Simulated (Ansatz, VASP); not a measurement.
# One calculation of V, two programs

The input INCAR:

```
SYSTEM = V
  PREC = Accurate
  ENCUT = 520
  EDIFF = 1E-7
  ISMEAR = 0
  SIGMA = 0.1
  LREAL = .False.
  LASPH = .True.
  NELM = 60
  ALGO = Normal
  ISIF = 2
  LWAVE = .False.
  LCHARG = .False.
  GGA = PS
  NBANDS = 12
```

File KPOINTS:

```
regular mesh
0
Gamma
  20 20 20
  0 0 0
```

File POSCAR:

```
V
1.0
   -1.5143500000      1.5143500000      1.5143500000
    1.5143500000     -1.5143500000      1.5143500000
    1.5143500000      1.5143500000     -1.5143500000
V
1
Direct
    0.0000000000      0.0000000000      0.0000000000
```

Input for Ansatz:

```yaml
crystal:
  lattice:
    - [-1.51435, 1.51435, 1.51435]
    - [1.51435, -1.51435, 1.51435]
    - [1.51435, 1.51435, -1.51435]
  atoms:
    - { symbol: V, position: [0.0, 0.0, 0.0] }
basis:
  ecutwfc: 420
kpoints:
  mp_grid: { grid: [20, 20, 20] }
hamiltonian:
  xc: pbesol
scf:
  occupations: { method: gaussian, width: 0.1 }
output:
  forces: true
  stress: true
  eigenvalues: true
  populations: true
```

Alike in both runs: task single point; functional PBEsol; k mesh 20 × 20 × 20; occupations gaussian, width 0.1 eV; no spin polarisation.

|  | VASP | Ansatz |
| --- | --- | --- |
| version | VASP 6.6.1 | Ansatz 0.2.0 |
| potentials or method | VASP PAW PBE potentials, release 64 (V_sv) | scalar-relativistic, plane waves, PAW |
| plane-wave cutoff (eV) | 520 | 420 |
| valence electrons in the cell | 13 | 13 |

VASP gave:

* gap on the k mesh at the Fermi level (eV): none
* pressure (GPa): -11.9

Task: Estimate Ansatz's values.

Result: gap on the k mesh at the Fermi level (eV): none; pressure (GPa): -12.1.

A gap of «none» marks a metal or a gap that the smearing closes.

Caveats: the PAW data sets were made with another functional, which shifts forces and pressure a little (VASP).
